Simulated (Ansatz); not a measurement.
# PbS under changes of volume

One of the cells (26.664 Å³/atom); the others are scaled copies at fixed shape and fractional positions:

```
Pb S
1.0
     2.07995   -5.99130    0.00000
     2.07995    5.99130    0.00000
     0.00000    0.00000    4.27932
Pb S
2 2
Direct
  0.13056 0.86944 0.25000
  0.86944 0.13056 0.75000
  0.35480 0.64520 0.25000
  0.64520 0.35480 0.75000
```

Measurements of this composition are mostly on another form, of space group No. 225.

- Program: Ansatz 0.2.0
- Functional: PBE
- Potentials or basis: Ansatz PAW
- Cutoff: 420 eV (not typed: the program's choice for these potentials)
- k mesh: 7 × 7 × 6
- Occupations: fermi-dirac, width 0.05 eV
- Spin: no spin polarisation

```csv
volume (Å³/atom),energy over the lowest point (meV/atom),pressure (GPa),gap on the mesh (eV),largest force (eV/Å)
25.064,?,?,?,?
25.597,16.77,3.5,1.16,0.340
26.130,7.22,2.2,1.21,0.203
26.664,1.77,1.1,1.25,0.102
27.197,0.00,0.0,1.29,0.044
27.730,1.54,-0.9,1.32,0.155
28.263,6.07,-1.8,1.34,0.259
```

**Question.** What does the run at 25.064 Å³/atom give?

**Answer.** Energy over the lowest point 30.86 meV/atom; pressure 5.0 GPa; gap on the mesh 1.11 eV; largest force 0.487 eV/Å.

Worked out: A Birch-Murnaghan fit of order 3 (a polynomial in V^(-2/3)) to the other rows has its minimum at 27.21 Å³/atom with B0 = V·E''(V) = 51 GPa and B' = 4.4 at fixed shape and positions, which overstates the stiffness. It gives 30.86 meV/atom at 25.064 Å³/atom, against the run's 30.86, and -dE/dV = 5.0 GPa, against 5.0. A parabola through the other rows of the gap, of slope 2.92 eV per unit of ln V there, extrapolates to 1.10 eV, against the run's 1.11.

Energies are extrapolated to zero smearing.

Caveats: odd divisions of the mesh miss points on the zone boundary, where band edges often lie, so the gap on the mesh can be too wide; spin-orbit coupling is left out, which as a rule narrows the gap of such compounds by several tenths of an eV.

A mesh can miss the band edges.
